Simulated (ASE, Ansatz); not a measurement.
# Electronic structure of generalised stacking fault on (110) of a KCl-RbCl solid solution (80 atoms), part 2 of 2

Wanted: forces, charges and levels of generalised stacking fault on (110) of a KCl-RbCl solid solution (80 atoms).

Ansatz 0.2.0; Kohn-Sham DFT, PBE, PAW (set soft_2), plane waves.

The cell: 13 Rb, 40 Cl and 27 K. The host structure and its lattice constant were typed by rule, without a check against the phase diagram.

So far: The starting structure; Plane-wave single point.

**2. Plane-wave single point (continued)**

Electrostatic potential energy in the ca plane at fractional y = 0.000, with atoms of Rb and Cl and K within 0.2 Å of it. With pseudopotentials it is smooth inside the atoms' cores, unlike the true potential.

Values in eV, 11 rows by 16 columns, each cell a mean:
```
  1   8  10   9 -12 -39   0   9   9   3 -23   1   2 -12   7   6
  7   9   3   7  -4 -28   2   9   9  -6 -70 -19   9   9   6 -14
  5   6 -35  -8   7   2   7   3   5   2 -48 -12   9  10   5 -35
-22   5 -35 -13   8   7   8 -27 -23   7   2   5   4  -1   7 -16
-50   6   1   5   5   1   7 -22 -25   8   7   8 -15 -37   6   5
-21   7  10   9 -15 -48   2   5   4   6  -1   6  -8 -32   6   7
  5   9   9   8 -22 -69  -4   9   9  -2 -55  -9   8   4   7  -1
  7   7 -15   2   1 -21   4   8   9  -4 -68 -22   9  10   5 -29
  0   4 -43 -14   8   6   8 -13  -7   6 -16  -1   8   8   6 -28
-24   6 -18  -4   8   6   8 -31 -28   8   6   7  -6 -19   7  -1
-24   7   8   8   1  -9   6  -7  -9   8   6   8 -16 -42   5   7
```
Columns run along c (16.0 Å, from fractional 0.00 to 0.61 of the cell; values clipped at the 3rd and 97th percentile), rows up along a (7.3 Å). Atoms in or near the plane, at fractional coordinates: Cl at (0.10, 0.21), Cl at (0.10, 0.71), K at (0.20, 0.92), Cl at (0.30, 0.13), Rb at (0.20, 0.42), Cl at (0.30, 0.63), Rb at (0.40, 0.83), Cl at (0.50, 0.04), Rb at (0.40, 0.33), Cl at (0.50, 0.54), K at (0.60, 0.75), K at (0.60, 0.25).

Forces differ by site in this geometry: K atoms with 7 neighbours bear 0.14 eV/Å on average, against 0.045 eV/Å for those with 8. Mean Löwdin charges: Cl -0.70, K +0.76, Rb +0.80 e (they miss 0.43 % of the electrons, so they add up to more than the cell's charge).

**3. Structure statistics**

Bonds and neighbours are counted at the geometry of the runs.

Density 3.00 g/cm³, 24.80 Å³ an atom.

Pair distribution functions g(r), in bins of 0.2 Å:

```tsv
r (Å)	total	Cl-Cl	Cl-K	Cl-Rb	K-K	K-Rb	Rb-Rb
2.90	0.23	0.00	0.51	0.34	0.00	0.00	0.00
3.10	6.75	0.00	13.30	14.00	0.00	0.00	0.00
3.30	0.67	0.00	1.48	1.02	0.00	0.00	0.00
3.50	0.00	0.00	0.00	0.00	0.00	0.00	0.00
3.70	4.48	8.61	0.33	0.23	8.51	8.98	8.25
3.90	0.05	0.14	0.00	0.00	0.15	0.00	0.00
4.10	0.00	0.00	0.00	0.00	0.00	0.00	0.00
4.30	0.00	0.00	0.00	0.00	0.00	0.00	0.00
4.50	0.00	0.00	0.00	0.00	0.00	0.00	0.00
4.70	0.00	0.00	0.00	0.00	0.00	0.00	0.00
4.90	0.17	0.34	0.00	0.00	0.37	0.38	0.00
5.10	2.98	5.95	0.00	0.00	5.75	6.15	6.65
5.30	1.11	2.27	0.00	0.00	2.29	2.22	1.70
5.50	0.05	0.00	0.09	0.10	0.00	0.00	0.00
5.70	0.14	0.24	0.05	0.00	0.27	0.28	0.00
5.90	0.11	0.00	0.25	0.17	0.00	0.00	0.00
6.10	5.97	0.21	11.62	12.01	0.23	0.24	0.00
6.30	2.03	3.52	0.61	0.41	2.90	4.67	1.39
6.50	0.02	0.00	0.04	0.04	0.00	0.00	0.00
6.70	0.08	0.06	0.10	0.07	0.09	0.10	0.00
6.90	0.05	0.11	0.00	0.00	0.09	0.10	0.00
7.10	0.00	0.00	0.00	0.00	0.00	0.00	0.00
7.30	0.96	1.91	0.00	0.00	2.25	1.17	3.65
7.50	0.14	0.29	0.00	0.00	0.27	0.33	0.00
7.70	0.27	0.13	0.45	0.31	0.18	0.08	0.16
7.90	1.87	0.02	3.69	3.77	0.07	0.00	0.00
```

Bonds by pair of elements; cutoffs follow the first minimum of g(r), held within bounds set by covalent radii, and pairs that aren't listed don't count as bonded:

```tsv
pair A-B	cutoff (Å)	bonds	mean length (Å)	spread (Å)	shortest (Å)	B about A	A about B
Cl-K	3.48	210	3.17	0.039	2.94	5.25	7.78
Cl-Rb	3.48	102	3.17	0.032	2.95	2.55	7.85
```

How many atoms have how many bonded neighbours:

```tsv
element	mean	7	8
Cl	7.8	8	32
K	7.78	6	21
Rb	7.85	2	11
```

Bond angles, per cent of each kind in bins of 5°:

```tsv
angle (°)	Cl-K-Cl	K-Cl-Rb	K-Cl-K	Cl-Rb-Cl	Rb-Cl-Rb
65–70	2.2	1.6	3.0	2.0	2.0
70–75	38.9	39.0	38.4	39.7	42.4
75–80	1.7	0.8	2.2	1.1	2.0
80–85	0.0	0.0	0.0	0.0	0.0
85–90	0.0	0.0	0.0	0.0	0.0
90–95	0.0	0.0	0.0	0.0	0.0
95–100	0.0	0.0	0.0	0.0	0.0
100–105	1.7	1.6	1.7	1.1	0.0
105–110	36.1	36.7	35.6	38.3	42.4
110–115	4.2	2.4	5.4	2.9	4.0
115–120	0.3	0.0	0.4	0.0	1.0
120–125	0.6	0.4	0.6	0.6	0.0
125–130	0.0	0.0	0.0	0.0	0.0
130–135	0.0	0.0	0.0	0.0	0.0
135–140	0.0	0.0	0.0	0.0	0.0
140–145	0.0	0.0	0.0	0.0	0.0
145–150	0.0	0.0	0.0	0.0	0.0
150–155	0.0	0.0	0.0	0.0	0.0
155–160	0.0	0.0	0.0	0.0	0.0
160–165	0.0	0.0	0.0	0.0	0.0
165–170	0.6	0.8	0.6	0.6	0.0
170–175	0.3	0.0	0.2	0.0	0.0
175–180	13.4	16.7	11.7	13.7	6.1
```

Bond angles (no mean is given where the spread exceeds 20°):

```tsv
angle	count	mean (°)	spread (°)
Cl-K-Cl	714	-	-
K-Cl-Rb	502	-	-
K-Cl-K	463	-	-
Cl-Rb-Cl	350	-	-
Rb-Cl-Rb	99	-	-
```

Bond length by coordination (bonds to H left out):

```tsv
element	coordination	atoms	mean bond length (Å)
Cl	7	8	3.15
Cl	8	32	3.18
K	7	6	3.15
K	8	21	3.18
Rb	7	2	3.15
Rb	8	11	3.18
```

First main peaks of g(r), for some of the pairs, lie near 3.68 Å (Cl-Cl), 3.18 Å (Cl-K), 3.18 Å (Cl-Rb), 3.68 Å (K-K), 3.68 Å (K-Rb) and 3.68 Å (Rb-Rb). By these cutoffs 80 % of Cl atoms have 8, 78 % of K atoms have 8 and 85 % of Rb atoms have 8 bonded neighbours.

The surroundings of Cl76, which bears the longest force, nearest first, numbered as they follow in the input and with coordinates relative to it.

```tsv
atom	x	y	z	distance (Å)	bonds	Löwdin charge (e)	Fx	Fy	Fz (eV/Å)
Cl76	0.00	0.00	0.00	0.00	7	-0.70	-0.347	0.153	-0.389
Rb11	1.23	0.01	2.68	2.95	7	0.80	0.242	0.005	0.197
Rb1	1.83	-2.58	-0.01	3.16	7	0.80	-0.138	-0.029	-0.105
K5	1.82	2.59	-0.01	3.17	7	0.76	-0.056	0.032	-0.091
K73	1.83	-0.01	-2.59	3.17	8	0.75	0.045	0.035	-0.008
K3	-1.82	-2.60	0.00	3.17	7	0.75	-0.116	0.013	-0.105
K75	-1.82	0.00	-2.60	3.18	8	0.76	-0.030	0.001	0.012
K7	-1.85	2.60	-0.01	3.19	7	0.76	-0.064	0.012	-0.068
```

The column of bonds counts only the pairs Cl-K within 3.48 Å, Cl-Rb within 3.48 Å; other neighbours, such as metal atoms beside each other in a compound, aren't counted, and periodic images can show an atom twice.

**4. Results**

| Quantity | Value |
| --- | --- |
| free energy per atom | -1591.5183 eV/atom |
| density | 3 g/cm³ |
| pressure | 4.985 GPa |
| r.m.s. force component | 0.1108 eV/Å |
| gap (highest filled to lowest empty level) | 5.579 eV |
| wall time of the 1 DFT run | 41 s |

What this shows: Between filled and empty levels lie 5.58 eV on the run's k-points; the mesh holds the band edges only if they fold onto it, so the gap at this level can be narrower or closed, while semilocal functionals tend to narrow gaps against experiment. Forces differ by site in this geometry: K atoms with 7 neighbours bear 0.14 eV/Å on average, against 0.045 eV/Å for those with 8. Counting bonds as in the table, 80 % of Cl atoms have 8, 78 % of K atoms have 8 and 85 % of Rb atoms have 8 bonded neighbours.

Caveats: The geometry was built by rule, was displaced at random and isn't relaxed at this level: its force components are 0.11 eV/Å r.m.s. The pressure of 5.0 GPa shows the cell to be compressed for this functional.

[Logs are printed without paths, hosts, clocks, repeated set-up lines and the standing remarks that a program may print on its own settings, such as how far it seeks lower states.]

[Hosts, paths, dates, database ids (printed as entryN), source tags and the programs' standing remarks are cut or masked in the printed files.]
